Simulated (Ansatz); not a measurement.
# TiSi2As4 monolayer in a perpendicular field, part 2 of 2

What dipole does a perpendicular field induce in the TiSi2As4 monolayer? A positive field points along +c.

Ansatz 0.2.0; plane-wave DFT, PBE-D3(BJ), Ansatz PAW.

So far. Step 2 (Relaxing the slab): The lattice constant a goes from 3.630 to 3.650 Å.

### 3. Atoms held, field 0

A sawtooth potential applies the field, turning back in the middle of the vacuum. With the dipole correction the typed value is the field outside the slab. The induced dipole is small, so the SCF threshold is tight.

The cell differs from the one that the last finished run ended in (c 49.195 → 27.846 Å).

Input file input.yaml:

```yaml
crystal:
  lattice:
    - [3.6499115511, 0.0, 0.0]
    - [-1.8249557756, 3.1609161248, 0.0]
    - [0.0, 0.0, 27.8464494906]
  atoms:
    - { symbol: As, position: [0.0, 0.0, 0.3232009884] }
    - { symbol: Si, position: [0.3333333333, 0.6666666667, 0.36270549] }
    - { symbol: As, position: [0.3333333333, 0.6666666667, 0.4467252525] }
    - { symbol: Ti, position: [0.0, 0.0, 0.5] }
    - { symbol: As, position: [0.3333333333, 0.6666666667, 0.5532747475] }
    - { symbol: Si, position: [0.3333333333, 0.6666666667, 0.63729451] }
    - { symbol: As, position: [0.0, 0.0, 0.6767990116] }
kpoints:
  mp_grid: { grid: [18, 18, 1] }
  band_path:
    path: [[0, 0, 0], [0.5, 0, 0], [0.33333333, 0.33333333, 0], [0, 0, 0]]
    npoints: 16
hamiltonian:
  xc: pbe
  dispersion: d3bj
scf:
  occupations: { method: fermi_dirac, width: 0.02585 }
  convergence: { dr2_threshold: 1.0e-10 }
efield:
  axis: 3
  dipole_correction: true
  ramp_position: 0.97
  ramp_width: 0.06
  amplitude: 0
output:
  dos: { projected: true, e_range: [-6, 5] }
  write_potential: true
  write_density: true
  volumetric_format: npy
  elf: true
```

Started as:

```
ansatz run input.yaml --threads 4 --pin off --max-ram 6144MiB --backend cpu --events-out ev --progress --plain --runs-dir out
```

Numbers of over 12 decimals in the logs are rounded to 6 here.

Log:

```text
[...]
Crystal: 7 atoms, lattice volume = 321.266 Å³
Basis set: ecut = 420 eV, 6225 PW (Γ)
Bands: 48, of which v1, the nominal top of the filled ones, is band 40 counted from 1 (39 counted from 0)
Symmetry: 6 space group operations
k-points: 37 of 324 (time reversal used)
[...]
SCF iter   1: F=—  HF=-23199.757901 eV  |F-HF|=—  |Δ(HF+E_count)|=         —  Δρ=4.64e-3  dr2=7.15e-2  ethr=1.77e-3  p=0.000 e·Å  D=1.55e-13 V/Å  ΔV_dip=-0.00 eV  dr2_dipole=9.87e-10  V_vac-E_F(+/−)=4.97/4.97 eV  ⟨swp⟩=8.0  Hψ=7398  notcnv=0  defer=5
efield: sawtooth ramp at fractional position 0.9700 (set: `efield.ramp_position`, or a place that a band, a saddle search or an elastic batch's reference lends), width 0.0600; the density the first Hamiltonian is built on has a dipole p = 0.000 e·Å; the dipole correction subtracts the counter field D = 1.55e-13 V/Å, which shifts the + side's vacuum level by -0.00 eV against the − side's; the planar-averaged density in the ramp window peaks in size at 7.1e-6 e/Å³
[...]
SCF iter   2: F=—  HF=-23199.765968 eV  |F-HF|=—  |Δ(HF+E_count)|=   8.07e-3  Δρ=2.31e-3  dr2=6.74e-2  ethr=8.94e-5  p=-0.000 e·Å  D=-1.65e-5 V/Å  ΔV_dip=0.00 eV  dr2_dipole=1.63e-8  V_vac-E_F(+/−)=5.01/5.01 eV  ⟨swp⟩=3.8  Hψ=3587  notcnv=0  defer=57
[...]
SCF iter  11: F=-23199.757801 eV  HF=-23199.757801 eV  |F-HF|=5.60e-10  |Δ(HF+E_count)|=  6.15e-10  Δρ=1.92e-7  dr2=8.91e-11  ethr=1.00e-12  p=0.000 e·Å  D=8.68e-8 V/Å  ΔV_dip=-0.00 eV  dr2_dipole=5.80e-13  V_vac-E_F(+/−)=5.03/5.03 eV  ⟨swp⟩=9.0  Hψ=5621  notcnv=0
SCF 1 converged in 11 iterations: F = -23199.757801 eV  dr2 = 8.91e-11
[...]
NSCF: frozen V_eff on 49 k-points
efield: sawtooth ramp at fractional position 0.9700 (kept from the solve that this one continues, or follows in the run), width 0.0600; the density the first Hamiltonian is built on has a dipole p = 0.000 e·Å; the dipole correction subtracts the counter field D = 8.68e-8 V/Å, which shifts the + side's vacuum level by -0.00 eV against the − side's; the planar-averaged density in the ramp window peaks in size at 1.6e-6 e/Å³
[...]
SCF converged after 11 iterations
Free energy (F): -23199.757801 eV
[...]
Internal energy: -23199.754974 eV  (E = F + TS)
E sigma→0 (E₀):  -23199.756388 eV
Entropy (-TS):   -0.002826 eV (-0.404 meV/atom)
Fermi energy:    1.335209 eV
Dipole field:    D = -0.000001 V/Å  (p = -0.000001 e·Å, saw-weighted, corrected)
Work function:   Φ+ = 5.0343 eV   Φ− = 5.0343 eV
Levels:          The Fermi level and band energies are counted from a zero that moves with the ramp; work functions are not
[...]
--- Band table (eV; the first three rows and the last of 37) ---
  k-point 0: bands = [... 36 lower, 0.7346, 0.7346, 1.3859, 1.3859, 2.0341, 3.6485, 3.6971, 4.0750, ... 4 higher]
  k-point 1: bands = [... 36 lower, 0.5019, 0.6653, 1.3133, 1.3374, 2.0618, 3.8493, 3.8956, 4.0936, ... 4 higher]
  k-point 2: bands = [... 36 lower, 0.4271, 0.5269, 1.1074, 1.2049, 2.0513, 3.6345, 3.7095, 4.2824, ... 4 higher]
  k-point 36: bands = [... 36 lower, -1.1745, -1.1681, -0.0751, 0.6104, 2.2141, 2.8591, 2.9198, 3.2538, ... 4 higher]
```

It took 20 s on 4 threads of Intel Xeon Platinum 8488C (Sapphire Rapids), shared host; peak memory 1.1 GiB.

This step gave:

```
energy at zero smearing   : -23199.7564 eV
work function, upper face : 5.034 eV
dipole along the normal   : -1.28e-6 e·Å
```

Running mean over a fixed 2.8 Å (it still follows the layers) of the planar mean; the ramp of the sawtooth is left out. The electron's electrostatic potential energy less the Fermi level by z:

z (Å), electron's electrostatic potential energy less the Fermi level (eV) and a bar from the least value:
```
        4       5.03 ##############################
        5       5.03 ##############################
        6       4.98 ##############################
        7       4.08 ###########################
        8       1.27 ###################
        9      -3.64 ####
       10      -4.42 ##
       11      -3.08 ######
       12      -1.21 ###########
       13      -4.04 ###
       14      -4.99 
       15      -3.61 ####
       16      -1.18 ###########
       17      -3.48 #####
       18      -4.64 #
       19      -2.95 ######
       20       1.83 ####################
       21       4.39 ############################
       22       5.00 ##############################
       23       5.03 ##############################
       24       5.03 ##############################
```

The density of states has structure finer than the step of the table below, so its rows give means over 0.25 eV, whole bins alone (the curve runs from -6 to 1.99 eV). Peaks (eV: height): -4.480: 11.9, -4.100: 8.48, -3.710: 11.3, -2.420: 12.1, -1.420: 11.3, -0.900: 14.3, 1.970: 12.1.

Table of density of states by energy, zero at the Fermi level; means over each step:

energy (eV), density of states (states/eV a cell) and a bar:
```
    -5.75        0.4 #
    -5.50        0.5 ##
    -5.25        1.0 ###
    -5.00        0.3 #
    -4.75        0.8 ##
    -4.50        5.2 #################
    -4.25        2.4 ########
    -4.00        3.6 ############
    -3.75        4.3 ##############
    -3.50        3.9 #############
    -3.25        2.7 #########
    -3.00        4.0 #############
    -2.75        3.4 ###########
    -2.50        6.7 ######################
    -2.25        4.5 ###############
    -2.00        6.2 ####################
    -1.75        4.8 ###############
    -1.50        4.3 ##############
    -1.25        4.5 ##############
    -1.00        9.3 ##############################
    -0.75        5.5 ##################
    -0.50        2.3 #######
    -0.25        1.1 ####
     0.00        1.2 ####
     0.25        2.4 ########
     0.50        3.3 ###########
     0.75        1.7 #####
     1.00        0.0 
     1.25        0.0 
     1.50        2.6 ########
     1.75        4.7 ###############
```

Projected DOS per atom over height of the atomic layer and energy from the Fermi level. Layers: As Si As Ti As Si As from below.

Values in states/eV, 22 rows by 7 columns, each cell a mean:
```
0.52 0.60 0.24 3.37 0.24 0.60 0.52
0.16 0.22 0.09 0.94 0.09 0.22 0.16
0.00 0.00 0.00 0.01 0.00 0.00 0.00
0.06 0.05 0.04 1.32 0.04 0.05 0.06
0.07 0.10 0.09 2.43 0.09 0.10 0.07
0.04 0.03 0.12 0.79 0.12 0.03 0.04
0.05 0.01 0.42 0.59 0.42 0.01 0.05
0.56 0.13 1.35 1.53 1.35 0.13 0.56
0.97 0.23 1.38 1.55 1.38 0.23 0.97
0.83 0.33 0.66 0.70 0.66 0.33 0.83
1.21 0.49 0.69 0.57 0.69 0.49 1.21
0.96 0.50 0.83 0.50 0.83 0.50 0.96
0.84 0.69 0.90 0.52 0.90 0.69 0.84
0.68 0.49 0.50 0.36 0.50 0.49 0.68
0.48 0.40 0.44 0.30 0.44 0.40 0.48
0.66 0.60 0.78 0.49 0.78 0.60 0.66
0.37 0.43 0.65 0.36 0.65 0.43 0.37
0.48 0.58 0.61 0.22 0.61 0.58 0.48
0.26 0.30 0.20 0.06 0.20 0.30 0.26
0.19 0.16 0.13 0.01 0.13 0.16 0.19
0.11 0.10 0.05 0.01 0.05 0.10 0.11
0.10 0.09 0.03 0.01 0.03 0.09 0.10
```
Columns: height of the atomic layer (Å) from 9 to 18.8 (not evenly spaced); rows upwards: energy from the Fermi level (eV) from -5.96 to 1.96.

Electronic bands along the path, in eV, zero at the Fermi level:

| point | band 37 | band 38 | band 39 | band 40 | band 41 | band 42 | band 43 | band 44 |
| --- | --- | --- | --- | --- | --- | --- | --- | --- |
| Γ | -0.60 | -0.60 | 0.05 | 0.05 | 0.70 | 2.31 | 2.36 | 2.74 |
| halfway | -1.43 | -0.95 | -0.72 | -0.62 | 0.39 | 1.83 | 1.90 | 2.42 |
| M | -1.81 | -1.46 | -1.12 | -0.29 | -0.05 | 1.53 | 1.55 | 1.92 |
| halfway | -1.89 | -1.87 | -1.31 | -0.90 | 0.49 | 1.55 | 1.85 | 2.23 |
| K | -2.51 | -2.50 | -1.41 | -0.72 | 0.88 | 1.52 | 1.58 | 1.92 |
| halfway | -1.58 | -1.02 | -0.95 | -0.80 | 0.41 | 2.08 | 2.18 | 2.38 |
| Γ | -0.60 | -0.60 | 0.05 | 0.05 | 0.70 | 2.31 | 2.36 | 2.74 |

ELF in the ca plane at fractional y = 0.667, with atoms of Si and As within 0.2 Å of it. It is the smooth field of the valence electrons, not physical close to the nuclei.

Ten even steps from '0' (0.00) to '9' (0.89), each cell a mean:
```
00001246766666421123442101244321124666667642
00001357776555310012221000122210013555677753
00000246766666521134553101355421125666667642
00000023456788754456786313687654457887654320
00000001134787567766677425776667765787421100
00000000013543379863246434642368963345310000
00000000013423479862236424632268964334310000
00000000013654379864356435653468963456310000
00000001235787667766777424777667766787532100
00000124556788643456786212687654347887655421
```
Columns run along c (16.0 Å, from fractional 0.19 to 0.76 of the cell), rows up along a (3.6 Å). Atoms in or near the plane, at fractional coordinates: Si at (0.36, 0.33), As at (0.45, 0.33), As at (0.55, 0.33), Si at (0.64, 0.33).

Electrostatic potential energy in the ca plane at fractional y = 0.667, with atoms of Si and As within 0.2 Å of it. With pseudopotentials it is smooth inside the atoms' cores, unlike the true potential.

Ten even steps from '0' (-30 eV) to '9' (6 eV), each cell a mean:
```
99999999999999999998778889999998876788999999
99999999999999999998767899999999876789999999
99999999999999999998778889999998877788999999
99999999999999999999887777898767888887678987
99999999999999999999874214786454688864546874
99999999999999999999861000564797478747974650
99999999999999999999850000564998478748994640
99999999999999999999861001664686478746964661
99999999999999999999875325786444688864446875
99999999999999999998887778898878887888788988
```
Columns run along c (16.0 Å, from fractional 0.06 to 0.63 of the cell; values clipped at the 3rd and 97th percentile), rows up along a (3.6 Å). Atoms in or near the plane, at fractional coordinates: Si at (0.36, 0.33), As at (0.45, 0.33), As at (0.55, 0.33).

Valence density in the ca plane at fractional y = 0.667, with atoms of Si and As within 0.2 Å of it. It is the smooth field of the valence electrons, not physical close to the nuclei.

Ten steps, logarithmic in the rise over the least value, from '0' (0 e/Å³) to '9' (26 e/Å³), each cell a mean:
```
00000000011111000000111111111000000111110000
00000000011111000000001111100000000111110000
00000000011111100000111111111000001111110000
00000000001111110111221111122111011111100000
00000000001121111124432111234421111121100000
00000000001111112247863111368742211111100000
00000000001110012258973111489842210011100000
00000000001111112236863111368632211111100000
00000000001122111123432111234321111221100000
00000000011111110011111111111110011111110000
```
Columns run along c (16.0 Å, from fractional 0.19 to 0.76 of the cell), rows up along a (3.6 Å). Atoms in or near the plane, at fractional coordinates: Si at (0.36, 0.33), As at (0.45, 0.33), As at (0.55, 0.33), Si at (0.64, 0.33).

The work function of the upper face is 5.03 eV.

### 4. Single point, field 0.1 V/Å

input.yaml: that of step 3 with these lines changed.

```diff
@@ -29,5 +29,4 @@
   ramp_width: 0.06
-  amplitude: 0
+  amplitude: 0.1
 output:
-  dos: { projected: true, e_range: [-6, 5] }
   write_potential: true
@@ -35,2 +34 @@
   volumetric_format: npy
-  elf: true
```

Log:

```text
[...]
Crystal: 7 atoms, lattice volume = 321.266 Å³
Basis set: ecut = 420 eV, 6225 PW (Γ)
Bands: 48, of which v1, the nominal top of the filled ones, is band 40 counted from 1 (39 counted from 0)
Symmetry: 6 space group operations
k-points: 37 of 324 (time reversal used)
[...]
k-point 0: bands = [... 36 lower, 0.7363, 0.7363, 1.3856, 1.3856, 2.0337, 3.6395, 3.7051, 4.0739, ... 4 higher]
  k-point 1: bands = [... 36 lower, 0.4997, 0.6666, 1.3129, 1.3370, 2.0614, 3.8421, 3.9010, 4.0918, ... 4 higher]
  k-point 2: bands = [... 36 lower, 0.4267, 0.5273, 1.1069, 1.2046, 2.0509, 3.6307, 3.7119, 4.2804, ... 4 higher]
  k-point 36: bands = [... 36 lower, -1.1751, -1.1685, -0.0759, 0.6106, 2.2136, 2.8587, 2.9192, 3.2530, ... 4 higher]
[key lines of the parts left out:]
SCF converged after 14 iterations
Free energy (F): -23199.761615 eV
Fermi energy:    1.334821 eV
Dipole field:    D = 0.042971 V/Å  (p = 0.076291 e·Å, saw-weighted, corrected)
```

Wall time 21 s (4 threads); peak memory 1.1 GiB.

The dipole is 0.0763 e·Å.

### 5. Atoms held, field -0.1 V/Å

input.yaml: that of step 4 with these lines changed.

```diff
@@ -29,3 +29,3 @@
   ramp_width: 0.06
-  amplitude: 0.1
+  amplitude: -0.1
 output:
```

Log:

```text
[...]
Crystal: 7 atoms, lattice volume = 321.266 Å³
Basis set: ecut = 420 eV, 6225 PW (Γ)
Bands: 48, of which v1, the nominal top of the filled ones, is band 40 counted from 1 (39 counted from 0)
Symmetry: 6 space group operations
k-points: 37 of 324 (time reversal used)
[...]
k-point 0: bands = [... 36 lower, 0.7363, 0.7363, 1.3856, 1.3856, 2.0337, 3.6395, 3.7051, 4.0739, ... 4 higher]
  k-point 1: bands = [... 36 lower, 0.4997, 0.6666, 1.3129, 1.3370, 2.0614, 3.8421, 3.9010, 4.0918, ... 4 higher]
  k-point 2: bands = [... 36 lower, 0.4267, 0.5273, 1.1069, 1.2046, 2.0509, 3.6307, 3.7119, 4.2804, ... 4 higher]
  k-point 36: bands = [... 36 lower, -1.1751, -1.1685, -0.0759, 0.6106, 2.2136, 2.8587, 2.9192, 3.2530, ... 4 higher]
[key lines of the parts left out:]
SCF converged after 13 iterations
Free energy (F): -23199.761615 eV
Fermi energy:    1.334817 eV
Dipole field:    D = -0.042971 V/Å  (p = -0.076293 e·Å, saw-weighted, corrected)
```

The job ended after 20 s (4 threads; peak memory 1.1 GiB).

The dipole is -0.0763 e·Å.

### 6. Response, atoms held

This step: plane-wave DFT, PBE-D3(BJ), Ansatz PAW; response to a field along the normal, atoms held (Ansatz 0.2.0).

The dipoles give the slope, and the difference of two potentials shows where the field is screened.

This step gave:

- equivalent conductor thickness p/(ε₀AE): 11.97 Å
- distance between the outer atoms: 9.846 Å

Table of dipole of the cell by applied field:

```csv
applied field (V/Å),dipole of the cell (e·Å)
-0.1000,-0.0763
0.0000,-1.3e-6
0.1000,0.0763
```

Local field over the applied field, running mean. From the potentials at -0.1 and 0.1 V/Å; running mean over 2.5 Å. The local field over applied field by z:

```
z (Å)  local field over applied field
  4.5                           0.998
  5.0                           0.994
  5.5                           0.982
  6.0                           0.952
  6.5                           0.885
  7.0                           0.761
  7.5                           0.594
  8.0                           0.417
  8.5                           0.245
  9.0                           0.113
  9.5                          0.0605
 10.0                          0.0533
 10.5                          0.0566
 11.0                          0.0695
 11.5                          0.0698
 12.0                          0.0439
 12.5                          0.0292
 13.0                          0.0303
 13.5                          0.0215
 14.0                          0.0156
 14.5                          0.0254
 15.0                          0.0302
 15.5                          0.0309
 16.0                          0.0527
 16.5                          0.0731
 17.0                          0.0651
 17.5                          0.0545
 18.0                          0.0538
 18.5                          0.0692
 19.0                           0.146
 19.5                           0.296
 20.0                           0.471
 20.5                           0.648
 21.0                           0.805
 21.5                           0.911
 22.0                           0.965
 22.5                           0.987
 23.0                           0.995
 23.5                           0.999
```

Electrons, planar mean, per unit field. Induced electron density against z:

| z (Å) | induced electron density (e/Å³ per V/Å) |
| --- | --- |
| 4.5 | 8.9e-6 |
| 5.0 | 2.8e-5 |
| 5.5 | 8.2e-5 |
| 6.0 | 2.3e-4 |
| 6.5 | 6.0e-4 |
| 7.0 | 0.00143 |
| 7.5 | 0.00281 |
| 8.0 | 0.00346 |
| 8.5 | 0.00142 |
| 9.0 | 7.4e-4 |
| 9.5 | 6.6e-4 |
| 10.0 | -0.00113 |
| 10.5 | -8.4e-4 |
| 11.0 | 6.1e-4 |
| 11.5 | 2.4e-4 |
| 12.0 | 2.3e-4 |
| 12.5 | 6.9e-4 |
| 13.0 | -1.1e-4 |
| 13.5 | -0.00106 |
| 14.0 | 2.1e-4 |
| 14.5 | 0.00108 |
| 15.0 | -3.0e-4 |
| 15.5 | -7.4e-4 |
| 16.0 | -9.1e-7 |
| 16.5 | -4.6e-4 |
| 17.0 | -3.8e-4 |
| 17.5 | 0.00132 |
| 18.0 | 4.8e-4 |
| 18.5 | -7.2e-4 |
| 19.0 | -8.0e-4 |
| 19.5 | -0.00216 |
| 20.0 | -0.00351 |
| 20.5 | -0.00236 |
| 21.0 | -0.00111 |
| 21.5 | -4.5e-4 |
| 22.0 | -1.7e-4 |
| 22.5 | -5.9e-5 |
| 23.0 | -2.0e-5 |
| 23.5 | -6.3e-6 |

By hand: between -0.1 and 0.1 V/Å the dipole changes by 0.1526 e·Å, a slope of 0.7629 e·Å²/V. A perfect conductor of thickness t has p = ε₀AEt, so t = 180.95 × 0.7629 / 11.537 = 11.97 Å (e/ε₀ = 180.95 V·Å, A in Å²).

The induced dipole is that of a conductor 11.97 Å thick.

### 7. What came out

```yaml
gap_without_field: none
work_function_upper_face: 5.03 eV
equivalent_conductor_thickness_atoms_held: 12.0 Å
```

In words: The induced dipole equals that of a perfect conductor 11.97 Å thick, while the outer atoms lie 9.85 Å apart. There is no gap over 0.03 eV, with or without the field. The main runs have no spin polarisation; a magnetic state could lie lower and would change these results. Spin-orbit coupling is left out. The outer anions sit over the metal atoms, one of several polytypes of such layers and not the lowest for every compound.

[Logs are printed without paths, hosts, clocks, repeated set-up lines and the standing remarks that a program may print on its own settings, such as how far it seeks lower states.]

[Hosts, paths, dates, database ids (printed as entryN), source tags and the programs' standing remarks are cut or masked in the printed files.]

[Maps of the electrostatic potential energy from Ansatz leave out the sawtooth potential of an applied field or a dipole correction, so their vacuum need not be flat; planar profiles and work functions include it.]

[The density of states shown here was stored with 400 of the rows of the run's finer table, so its peaks can read low, often by over a quarter, or be missed, and its means over a window can be off by a tenth or more.]
